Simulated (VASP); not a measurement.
Here is a VASP 6.6.1 calculation.

INCAR

```
SYSTEM = C
  PREC = Accurate
  ENCUT = 600
  EDIFF = 1E-7
  ISMEAR = 0
  SIGMA = 0.03
  LREAL = .False.
  LASPH = .True.
  NELM = 80
  ALGO = Normal
  ISIF = 3
  LWAVE = .False.
  LCHARG = .False.
  IBRION = 2
  NSW = 90
  EDIFFG = -0.005
  LATTICE_CONSTRAINTS = .TRUE. .TRUE. .FALSE.
  KPAR = 2
```

KPOINTS

```
Automatic mesh
0
Gamma
  15 15 1
  0 0 0
```

File POSCAR:

```
C                                       
1.0
    2.4462574630     -0.0000000000      0.0000000000
   -1.2231287315      2.1185211075      0.0000000000
    0.0000000000      0.0000000000     25.8030730000
  C             
     6
Direct
     0.0000000000000000    0.0000000000000000    0.3709572854295708
     0.6666666699999979    0.3333333400000029    0.3709335139973392
     0.0000000000000000    0.0000000000000000    0.5000000000000000
     0.3333333300000021    0.6666666599999971    0.5000000000000000
     0.0000000000000000    0.0000000000000000    0.6290427145704290
     0.6666666699999979    0.3333333400000029    0.6290664860026605
```

Potentials or basis: VASP PAW LDA potentials, release 64 (C).

Run with:

```sh
$ cat potpaw_LDA.64/C/POTCAR > POTCAR
$ mpirun -np 2 vasp_std > vasp.out
```

(1) Predict the band gap on the k mesh.

## Answers

(1) 0.00 eV, direct.

Caveat: the relaxation stopped at its first step, so nothing moved.
